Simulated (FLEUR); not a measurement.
# ZnS (Wurtzite-2H) (P6_3mc) in FLEUR: band structure with PBEsol

Aim: the band structure of ZnS (Wurtzite-2H) with PBEsol.

All numbers are computed with FLEUR MaX-R8.1 (later development tree); they aren't measurements. Logs are shortened: lines on timing, memory, paths and dates and some standing lists are left out, and cuts for length are marked.

**What was measured.**

A printed reference work, monograph reports, for a bulk crystal of ZnS at 4 K: band gap 3.911 eV (direct).

The runs below are set against these values where they give the same quantity.

## 1. Starting point

The structure is hexagonal, space group P6_3mc (No. 186). Conventional cell: a = 3.811 Å, b = 3.811 Å, c = 6.234 Å, α = 90.00°, β = 90.00°, γ = 120.00°. Zn (site symmetry 3m) is surrounded by 4 S at 2.31 to 2.40 Å. S (site symmetry 3m) is surrounded by 4 Zn at 2.31 to 2.40 Å.

## 2. Band structure, PBEsol

Contents of inp.xml:

```xml
<?xml version="1.0" encoding="UTF-8" standalone="no"?>
<fleurInput fleurInputVersion="0.39">
   <comment>
      ZnS                                                                                                 
   </comment>
   <calculationSetup>
      <cutoffs Kmax="5.16" Gmax="16.0" GmaxXC="16.0" numbands="0"/>
      <scfLoop itmax="60" minDistance="0.00001" maxIterBroyd="15" imix="Anderson" alpha="0.05" precondParam="0.0" spinf="2.0" sdNocoIR="T"/>
      <coreElectrons ctail="T" frcor="F" kcrel="0" coretail_lmax="0"/>
      <xcFunctional name="PBEs" relativisticCorrections="F"/>
      <magnetism jspins="1"/>
      <soc l_soc="F" theta="0.0" phi="0.0" spav="F"/>
      <expertModes spex="0" secvar="F"/>
      <geometryOptimization l_f="F" forcealpha="1.0" forcemix="BFGS" epsdisp="0.00001" epsforce="0.00001"/>
      <ldaU l_linMix="F" mixParam="0.05" spinf="1.0"/>
   </calculationSetup>
   <cell>
      <bzIntegration valenceElectrons="52.0" mode="hist" fermiSmearingEnergy="0.00183747">
         <kPointListSelection listName="default-1"/>
         <!-- k-points included here -->
         <xi:include xmlns:xi="http://www.w3.org/2001/XInclude" href="kpts.xml"> </xi:include>
      </bzIntegration>
      <!-- symmetry operations included here -->
      <xi:include xmlns:xi="http://www.w3.org/2001/XInclude" href="sym.xml"> </xi:include>
      <bulkLattice scale="1.0">
         <bravaisMatrix>
[... 34 lines left out ...]
         <lo type="SCLO" l="2" n="3" eDeriv="2"/>
         <lo type="SCLO" l="3" n="4" eDeriv="2"/>
      </species>
   </atomSpecies>
   <atomGroups>
      <atomGroup species="Zinc (Zn)">
         <relPos label="                   1">-1.000/3.000 1.000/3.000 1.000/2.000</relPos>
         <relPos label="                   2">1.000/3.000 -1.000/3.000 .0000000000</relPos>
         <force calculate="T" relaxXYZ="TTT"/>
      </atomGroup>
      <atomGroup species="Sulfur (S)">
         <relPos label="                   3">-1.000/3.000 1.000/3.000 -.1150000000</relPos>
         <relPos label="                   4">1.000/3.000 -1.000/3.000 .3850000000</relPos>
         <force calculate="T" relaxXYZ="TTT"/>
      </atomGroup>
   </atomGroups>
   <output dos="F" band="F" slice="F">
      <checks vchk="F" cdinf="F"/>
      <bandDOS minEnergy="-.5*Htr" maxEnergy="0.5*Htr" sigma="0.015" storeEVData="T"/>
      <vacuumDOS vacdos="F" integ="F" star="F" nstars="0" locx1="0.0" locy1="0.0" locx2="0.0" locy2="0.0" nstm="0" tworkf="0.0"/>
      <unfoldingBand unfoldBand="F" supercellX="1" supercellY="1" supercellZ="1"/>
      <plotting iplot="0" polar="F">
         <plot TwoD="T" vec1="  1.0  0.0  0.0" vec2="  0.0  1.0  0.0" vec3="  0.0  0.0  1.0" zero="  0.0  0.0  0.0" file="plot"/>
      </plotting>
      <chargeDensitySlicing numkpt="0" minEigenval="0.0" maxEigenval="0.0" nnne="0" pallst="F"/>
      <specialOutput eonly="F"/>
      <moessbauerParams electricFieldGradient="T" isomerShift="T" coreHyperfine="T" valenceHyperfine="T"/>
      <magneticCircularDichroism mcd="F" energyLo="-10.0" energyUp="0.0"/>
   </output>
  <!-- We include the file relax.xml here to enable relaxations (see documentation) -->
  <xi:include xmlns:xi="http://www.w3.org/2001/XInclude" href="relax.xml"> <xi:fallback/> </xi:include>
</fleurInput>
```

Contents of crystal.txt:

```
ZnS
&input cartesian=F /
3.8110000000  0.0000000000  0.0000000000
-1.9055000000  3.3004228138  0.0000000000
0.0000000000  0.0000000000  6.2340000000
1.8897261246
1.0 1.0 1.0

4
30 0.6666666666  0.3333333332  0.5000000000
30 0.3333333332  0.6666666666  0.0000000000
16 0.6666666666  0.3333333332  0.8850000000
16 0.3333333332  0.6666666666  0.3850000000

&kpt div1=8 div2=8 div3=5 gamma=T /
```

Contents of inp.xml (bands):

```
<?xml version="1.0" encoding="UTF-8" standalone="no"?>
<fleurInput fleurInputVersion="0.39">
   <comment>
      ZnS                                                                                                 
   </comment>
   <calculationSetup>
      <cutoffs Kmax="5.16" Gmax="16.0" GmaxXC="16.0" numbands="0"/>
      <scfLoop itmax="60" minDistance="0.00001" maxIterBroyd="15" imix="Anderson" alpha="0.05" precondParam="0.0" spinf="2.0" sdNocoIR="T"/>
      <coreElectrons ctail="T" frcor="F" kcrel="0" coretail_lmax="0"/>
      <xcFunctional name="PBEs" relativisticCorrections="F"/>
      <magnetism jspins="1"/>
      <soc l_soc="F" theta="0.0" phi="0.0" spav="F"/>
      <expertModes spex="0" secvar="F"/>
      <geometryOptimization l_f="F" forcealpha="1.0" forcemix="BFGS" epsdisp="0.00001" epsforce="0.00001"/>
      <ldaU l_linMix="F" mixParam="0.05" spinf="1.0"/>
   </calculationSetup>
   <cell>
      <bzIntegration valenceElectrons="52.0" mode="hist" fermiSmearingEnergy="0.00183747">
         <kPointListSelection listName="path-1"/>
         <!-- k-points included here -->
         <xi:include xmlns:xi="http://www.w3.org/2001/XInclude" href="kpts.xml"> </xi:include>
      </bzIntegration>
      <!-- symmetry operations included here -->
      <xi:include xmlns:xi="http://www.w3.org/2001/XInclude" href="sym.xml"> </xi:include>
      <bulkLattice scale="1.0">
         <bravaisMatrix>
[... 33 lines left out ...]
         <lo type="SCLO" l="1" n="3" eDeriv="2"/>
         <lo type="SCLO" l="2" n="3" eDeriv="2"/>
         <lo type="SCLO" l="3" n="4" eDeriv="2"/>
      </species>
   </atomSpecies>
   <atomGroups>
      <atomGroup species="Zinc (Zn)">
         <relPos label="                   1">-1.000/3.000 1.000/3.000 1.000/2.000</relPos>
         <relPos label="                   2">1.000/3.000 -1.000/3.000 .0000000000</relPos>
         <force calculate="T" relaxXYZ="TTT"/>
      </atomGroup>
      <atomGroup species="Sulfur (S)">
         <relPos label="                   3">-1.000/3.000 1.000/3.000 -.1150000000</relPos>
         <relPos label="                   4">1.000/3.000 -1.000/3.000 .3850000000</relPos>
         <force calculate="T" relaxXYZ="TTT"/>
      </atomGroup>
   </atomGroups>
   <output dos="F" band="T" slice="F">
      <checks vchk="F" cdinf="F"/>
      <bandDOS minEnergy="-.5*Htr" maxEnergy="0.5*Htr" sigma="0.015" storeEVData="T"/>
      <vacuumDOS vacdos="F" integ="F" star="F" nstars="0" locx1="0.0" locy1="0.0" locx2="0.0" locy2="0.0" nstm="0" tworkf="0.0"/>
      <unfoldingBand unfoldBand="F" supercellX="1" supercellY="1" supercellZ="1"/>
      <plotting iplot="0" polar="F">
         <plot TwoD="T" vec1="  1.0  0.0  0.0" vec2="  0.0  1.0  0.0" vec3="  0.0  0.0  1.0" zero="  0.0  0.0  0.0" file="plot"/>
      </plotting>
      <chargeDensitySlicing numkpt="0" minEigenval="0.0" maxEigenval="0.0" nnne="0" pallst="F"/>
      <specialOutput eonly="F"/>
      <moessbauerParams electricFieldGradient="T" isomerShift="T" coreHyperfine="T" valenceHyperfine="T"/>
      <magneticCircularDichroism mcd="F" energyLo="-10.0" energyUp="0.0"/>
   </output>
  <!-- We include the file relax.xml here to enable relaxations (see documentation) -->
  <xi:include xmlns:xi="http://www.w3.org/2001/XInclude" href="relax.xml"> <xi:fallback/> </xi:include>
</fleurInput>
```

Potentials or basis: all-electron, FLAPW.

On the command line:

```console
inpgen -f crystal.txt -profile fastHighL
# inp.xml edited to the form shown
mpirun -n 4 fleur_MPI -pe_per_kpt 1
mpirun -n 4 fleur_MPI -pe_per_kpt 1   # second run, on inp.xml (bands)
```

What it wrote:

```text
Welcome to FLEUR        (www.flapw.de)
      MaX-Release 8.1          (www.max-centre.eu)

 ========== k-point set info ==========
 Selected k-point list: default-1
 k-point list type: mesh
 8 x 8 x 5
 Number of k points: 30

 ------------Calculation Setup---------------------------
 Number of MPI-tasks      :            4
 Number of PE/node        :            4
 Number of OMP-threads    :            1
 Using exactly            1  PE per kpt
 Using exactly            1  PE per kpt
 k-points in parallel     :            4
 pe's per k-point         :            1
 No of k-point loops      :            7
 Info/Warning             : your k-point parallelism is not fully load-balanced
 Eigenvalue solver        :       lapack
 Number of basis functions:         1414
 Using exactly            1  PE per kpt
 Using exactly            1  PE per kpt
 Approximate size of matrices (H+S) per k-point:         0.060 GB
 --------------------------------------------------------
 Iteration:     1   Distance:       9.04754514 me/bohr^3
 Iteration:     2   Distance:       7.85424349 me/bohr^3
 Iteration:     3   Distance:       4.76100819 me/bohr^3
 Iteration:     4   Distance:       2.52872285 me/bohr^3
 Iteration:     5   Distance:       2.27598554 me/bohr^3
 Iteration:     6   Distance:       0.42020279 me/bohr^3
 Iteration:     7   Distance:       0.38441540 me/bohr^3
 Iteration:     8   Distance:       0.03250430 me/bohr^3
 Iteration:     9   Distance:       0.02843484 me/bohr^3
 Iteration:    10   Distance:       0.00420683 me/bohr^3
 Iteration:    11   Distance:       0.00087223 me/bohr^3
 Iteration:    12   Distance:       0.00081440 me/bohr^3
 Iteration:    13   Distance:       0.00012227 me/bohr^3
 Iteration:    14   Distance:       0.00003441 me/bohr^3
 Iteration:    15   Distance:       0.00001908 me/bohr^3
 Iteration:    16   Distance:       0.00001804 me/bohr^3
 Iteration:    17   Distance:       0.00000496 me/bohr^3

 ********************************************************************
 Run finished successfully
 Stop message:
   all done
 ********************************************************************
```

Wall time 5.2 min (4 MPI ranks of AMD EPYC 7R43 (Zen 3), shared host).

Results:

* Free energy: -119367.7592 eV
* Band gap on the k mesh: 2.11 eV, direct
* Band gap along the path: 2.11 eV, direct
* Valence electrons inside the program's atomic spheres: Zn 18.46; S 3.58 (radii Zn 2.15, S 1.9 bohr)

Levels at the corners of the path, in eV from the valence-band top:
```csv
point,band 23,band 24,band 25,band 26,band 27,band 28,band 29,band 30
Γ,-0.87,-0.01,-0.01,0.00,2.11,2.88,6.18,6.18
M,-3.20,-2.28,-1.59,-0.99,3.48,4.16,5.04,7.01
K,-3.93,-2.25,-2.25,-2.25,4.30,5.87,5.87,7.72
Γ,-0.87,-0.01,-0.01,0.00,2.11,2.88,6.18,6.18
A,-0.46,-0.46,-0.46,-0.46,3.40,3.40,6.61,6.61
L,-1.68,-1.68,-1.55,-1.55,3.48,3.48,5.02,5.02
H,-3.16,-3.16,-1.27,-1.27,4.42,4.42,6.32,6.32
A,-0.46,-0.46,-0.46,-0.46,3.40,3.40,6.61,6.61
L,-1.68,-1.68,-1.55,-1.55,3.48,3.48,5.02,5.02
M,-3.20,-2.28,-1.59,-0.99,3.48,4.16,5.04,7.01
K,-3.93,-2.25,-2.25,-2.25,4.30,5.87,5.87,7.72
H,-3.16,-3.16,-1.27,-1.27,4.42,4.42,6.32,6.32
```

Core levels (eV from the Fermi level):
```tsv
atom	levels
1 Zn	1s1/2 -9510.5, 2s1/2 -1152.6, 2p1/2 -1014.8, 2p3/2 -991.0
2 Zn	1s1/2 -9510.5, 2s1/2 -1152.6, 2p1/2 -1014.8, 2p3/2 -991.0
3 S	1s1/2 -2394.4, 2s1/2 -204.3, 2p1/2 -150.2, 2p3/2 -148.9
4 S	1s1/2 -2394.4, 2s1/2 -204.3, 2p1/2 -150.2, 2p3/2 -148.9
```

## 3. Against experiment

Step 2. A measured gap of ZnS is 3.911 eV (direct; 4 K; a printed reference work, monograph); the calculated 2.11 eV misses it by -1.80 eV. The value is that of PBEsol, without temperature or zero-point motion. Semilocal functionals fall short of measured gaps as a rule.
